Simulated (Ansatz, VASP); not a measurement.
## Y in VASP and in Ansatz

```
CELL_PARAMETERS angstrom
0.00000 2.04516 2.04516
2.04516 0.00000 2.04516
2.04516 2.04516 0.00000
ATOMIC_POSITIONS crystal
Y 0.00000 0.00000 0.00000
```

Change from the starting cell: volume scaled by 0.58, LAPW.

Alike in both runs: task single point; functional LDA; k mesh 13 × 13 × 13; occupations fermi-dirac, width 0.08 eV; no spin polarisation.

|  | VASP | Ansatz |
| --- | --- | --- |
| version | VASP 6.6.1 | Ansatz 0.2.0 |
| potentials or method | VASP PAW LDA potentials, release 64 (Y_sv), cutoff 520 eV | all-electron LAPW, scalar-relativistic |

|  | VASP | Ansatz | Ansatz less VASP |
| --- | --- | --- | --- |
| pressure (GPa) | 54.2 | 54.5 | +0.27 |

Ansatz ran all-electron here, so the differences hold the error of VASP's frozen core and of both bases.

Caveats: so large a pressure means that the cell lies far from this level's equilibrium, or that cutoff or potentials fall short (VASP).
